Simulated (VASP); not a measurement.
## Al3Ga5As8: band structure with TB-mBJ

Crystal: Al3Ga5As8.

```
CELL_PARAMETERS angstrom
-5.67112 5.67112 0.00000
-5.67112 0.00000 5.67112
0.00010 5.67121 5.67121
ATOMIC_POSITIONS crystal
Al 0.00000 0.00000 0.99954
Al 0.50046 0.00000 0.99954
Al 0.00000 0.50046 0.99954
Ga 0.99987 0.99987 0.50039
Ga 0.50014 0.50014 0.99959
Ga 0.50000 0.99970 0.50030
Ga 0.99970 0.50000 0.50030
Ga 0.50000 0.50000 0.50030
As 0.87498 0.87498 0.37506
As 0.37498 0.87498 0.37506
As 0.87498 0.37498 0.37506
As 0.87496 0.87496 0.87513
As 0.37499 0.37499 0.37502
As 0.37497 0.87502 0.87505
As 0.87502 0.37497 0.87505
As 0.37497 0.37497 0.87505
```

The cell was built by a generator and needn't be a form met in nature.

```
Program                : VASP 6.6.1
Task                   : band structure
Functional             : TB-mBJ
Potentials or basis    : VASP PAW PBE potentials, release 64 (Al, Ga_d, As)
Cutoff                 : 520 eV
k mesh                 : 3 × 3 × 3
Occupations            : gaussian, width 0.03 eV
Spin                   : spin-orbit coupling, no magnetisation
Further INCAR settings : ALGO = Normal; EDIFF = 1e-06; NBANDS = 142
```

```yaml
Valence_electrons_inside_the_program's_atomic_spheres: Al 0.64; Ga 11.42, 11.43; As 2.96, 2.99, 2.94, 2.98
```

It took 29 min on 4 MPI ranks on Intel(R) Xeon(R) 6975P-C (Granite Rapids), on a shared host, peak memory 0.74 GiB a rank.
